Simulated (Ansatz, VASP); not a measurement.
## Two plane-wave programs on Si

```
Si
1.0
     0.00000    2.80655    2.59119
     2.80655    0.00000    2.59119
     2.80655    2.80655    0.00000
Si
2
Cartesian
  2.8065 2.8065 2.5912
  4.2098 4.2098 3.8868
```

Change from the starting cell: strain +e along x and -e along y +0.0000, strain +e along z and -e/2 along x and y -0.0525.

Alike in both runs: task single point; functional PBE; k mesh 8 × 8 × 8; occupations gaussian, width 0.05 eV; no spin polarisation.

|  | VASP | Ansatz |
| --- | --- | --- |
| version | VASP 6.6.1 | Ansatz 0.2.0 |
| potentials or method | VASP PAW PBE potentials, release 64 (Si) | scalar-relativistic, plane waves, PAW |
| plane-wave cutoff (eV) | 520 | 420 |
| valence electrons in the cell | 8 | 8 |

VASP gave:

```
gap on the k mesh at the Fermi level (eV)       : none
pressure (GPa)                                  : -0.1
largest component of the traceless stress (GPa) : 4.32
```

Which values does Ansatz return?

gap on the k mesh at the Fermi level (eV): none; pressure (GPa): 0.0; largest component of the traceless stress (GPa): 4.31.

A gap of «none» marks a metal or a gap that the smearing closes.
